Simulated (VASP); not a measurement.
Input of a VASP 6.6.1 run:

File INCAR:

```
ALGO = Normal ; EDIFF = 1E-7
EDIFFG = -0.002 ; ENCUT = 900
GGA = PE ; IBRION = 2
ISIF = 3 ; ISMEAR = 0
LASPH = T ; LCHARG = F
LREAL = F ; LWAVE = F
NELM = 100 ; NSW = 80
PREC = Accurate ; SIGMA = 0.02
```

File KPOINTS:

```
k-points
0
Gamma
  12 12 6
```

POSCAR

```
GaN
1.0
    3.1800000000      0.0000000000      0.0000000000
   -1.5900000000      2.7539607800      0.0000000000
    0.0000000000      0.0000000000      5.1660000000
Ga N
2 2
Direct
    0.3333333300      0.6666666700      0.0000000000
    0.6666666700      0.3333333300      0.5000000000
    0.3333333300      0.6666666700      0.3750000000
    0.6666666700      0.3333333300      0.8750000000
```

Potentials or basis: VASP PAW PBE potentials, release 64 (Ga_h, N_h).

Command:

```console
$ cat potpaw_PBE.64/Ga_h/POTCAR potpaw_PBE.64/N_h/POTCAR > POTCAR
$ mpirun -np 1 vasp_std > vasp.out
```

Question: Estimate the relaxed volume.

Answer: 11.75 Å³/atom.

Question: Estimate the space group after relaxing (to 0.05 Å).

Answer: P6_3mc (No. 186).

Final structure:
```xyz
4
Lattice="3.2176 0.0000 0.0000 -1.6088 2.7865 0.0000 0.0000 0.0000 5.2423" Properties=species:S:1:pos:R:3 pbc="T T T"
Ga    0.0000    1.8577    5.2378
Ga    1.6088    0.9288    2.6167
N     0.0000    1.8577    1.9703
N     1.6088    0.9288    4.5915
```

Caveat: the cutoff is under 1.25 times the usual one of these potentials, so pressure, stress and relaxed cells hold a basis-set (Pulay) error. Zero-point motion and thermal expansion aren't in these numbers.
